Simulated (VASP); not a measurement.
Al:

```
Al
1.0
     0.00000    2.02481    2.02481
     2.02481    0.00000    2.02481
     2.02481    2.02481    0.00000
Al
1
Direct
  0.00000 0.00000 0.00000
```

* Program: VASP 6.6.1
* Task: relaxation of cell and atoms
* Functional: SCAN
* Dispersion: D3(BJ)
* Potentials or basis: VASP PAW PBE potentials, release 64 (Al)
* Cutoff: 600 eV
* k mesh: 11 × 11 × 11
* Occupations: fermi-dirac, width 0.05 eV
* Spin: no spin polarisation

At the start: pressure -3.2 GPa; volume 16.60 Å³/atom.

Task: Where does the relaxation end?

Result: Over 3 steps the energy falls by 7.4 meV/atom and the volume is 15.90 Å³/atom (-4.2 %); space group Fm-3m (No. 225, to 0.05 Å).

The path:
| step | energy change (eV) | largest force (eV/Å) | pressure (GPa) | volume (Å³) |
| --- | --- | --- | --- | --- |
| 1 | 0.0000 | 0.0000 | -3.21 | 16.60 |
| 2 | -0.0073 | 0.0000 | 0.47 | 15.82 |
| 3 | -0.0074 | 0.0000 | 0.01 | 15.90 |

Final structure:
```
Al
1.0
     0.00000    1.99586    1.99586
     1.99586    0.00000    1.99586
     1.99586    1.99586    0.00000
Al
1
Direct
  0.00000 0.00000 0.00000
```

The cell as given is a measured one (16.60 Å³/atom); SCAN+D3(BJ) puts the equilibrium volume -4.2 % from it, thermal expansion not counted.

Caveat: the PAW data sets were made with another functional, which shifts forces and pressure a little; pairwise dispersion overbinds metals, which lowers pressure and volume.
